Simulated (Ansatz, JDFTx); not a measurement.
This is a calculation of Sn for Ansatz 0.2.0. This isn't the form of Sn at room conditions, which is tetragonal (white tin).

input.yaml

```yaml
crystal:
  lattice:
    - [0.0, 3.2333428, 3.2333428]
    - [3.2333428, 0.0, 3.2333428]
    - [3.2333428, 3.2333428, 0.0]
  atoms:
    - { symbol: Sn, position: [0.75, 0.75, 0.75] }
    - { symbol: Sn, position: [0.5, 0.5, 0.5] }
kpoints:
  mp_grid: { grid: [7, 7, 7] }
scf:
  occupations: { method: fermi_dirac, width: 0.05 }
hamiltonian:
  xc: pbe
  dispersion: d3bj
  pseudopotentials: { kind: all_electron, lapw: { basis_error: 0.001 } }
output:
  forces: true
  stress: true
relax:
  f_tol: 0.005
  max_steps: 60
  cell: {}
```

Potentials or basis: all-electron LAPW, scalar-relativistic.

Launch:

```sh
$ ansatz run input.yaml --threads 1 --pin off --max-ram 3072MiB --backend cpu --events-out ev --progress --plain --runs-dir out
```

**Question.** What does the same run look like in JDFTx 1.7.0 (patched build)? Potentials or basis there: PseudoDojo-SR-PBE-0.5-standard, cutoff 980 eV.

**Answer.** As run (cutoffs and basis follow the program's own potentials, and thresholds, step limits or extra output files can differ):

The input Sn.in:

```
lattice Face-Centered Cubic 12.2202647181
coords-type Lattice
ion Sn     0.7500000000     0.7500000000     0.7500000000 1
ion Sn     0.5000000000     0.5000000000     0.5000000000 1

ion-species pseudo/Sn.upf
elec-cutoff 36 288
elec-ex-corr gga-PBE
van-der-waals D3BJ
kpoint-folding 7 7 7
elec-smearing Fermi 0.0018374661
elec-n-bands 21
electronic-SCF nIterations 100 energyDiffThreshold 1e-09
electronic-minimize nIterations 30 energyDiffThreshold 1e-7
forces-output-coords Cartesian
lattice-minimize nIterations 40 energyDiffThreshold 1e-6

dump-name run.$VAR
dump End Ecomponents EigStats BandEigs Kpoints Forces Stress
```

Potentials or basis: PseudoDojo-SR-PBE-0.5-standard.

Launch:

```console
$ jdftx -c 1 -i Sn.in -o Sn.out
```

Both were run:

|  | Ansatz | JDFTx |
| --- | --- | --- |
| Relaxed volume | 35.51 Å³/atom | 35.50 Å³/atom |
| Relaxed cell | a = 4.648 Å, b = 4.648 Å, c = 4.648 Å, α = 60.00°, β = 60.00°, γ = 60.00° | a = 4.648 Å, b = 4.648 Å, c = 4.648 Å, α = 60.00°, β = 60.00°, γ = 60.00° |
| Space group after relaxing | Fd-3m (No. 227) | Fd-3m (No. 227) |
| Pressure after relaxing | 0.0 GPa | 0.0 GPa |

Where Ansatz's input types no cutoff or centring, it takes its own default and a Γ-centred mesh.

Pressure is positive in compression.
